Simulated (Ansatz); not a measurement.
# Relaxing Pt2Se

Theory: DFT PBE, scalar-relativistic, plane waves, PAW (Ansatz). Cutoff 420 eV, Γ-centred k mesh, Gaussian smearing, no spin polarisation in the final step.

A relaxed cell is given with its space group left out.

```xyz
3
Lattice="-1.5679 1.5679 5.0405 1.5679 -1.5679 5.0405 1.5679 1.5679 -5.0405" Properties=species:S:1:pos:R:3 pbc="T T T"
Pt    0.0000    0.0000    6.6511
Pt    0.0000    0.0000    3.4299
Se    0.0000    0.0000    0.0000
```

Energies over the elements count from the elements' standard structures at the same level, with no empirical corrections.

Question: What space group does it have?

Answer: I4/mmm (No. 139). Conventional cell: a = 3.136 Å, c = 10.081 Å. Pt is coordinated by 4 Se at 2.74 Å, 4 Pt at 2.87 Å, 5 Pt at 3.14–3.22 Å and 1 Se at 3.43 Å; Se is coordinated by 8 Pt at 2.74 Å, 4 Se at 3.14 Å and 2 Pt at 3.43 Å.

Question: How far does it lie from the elements in energy?

Answer: 0.21 eV/atom.

Question: Is it a metal?

Answer: Yes, bands cross the Fermi level on the 20×20×20 mesh.

The final run used a 20×20×20 mesh on its 3-atom cell and 0.10 eV smearing. For metals, differences of a few meV/atom aren't resolved. Spin–orbit coupling is left out. The cell came from a trial start, so Pt2Se may not exist in this structure.

Cost: 3 runs of about 7.7 core-minutes in all, on Arm Neoverse V1 (shared hosts).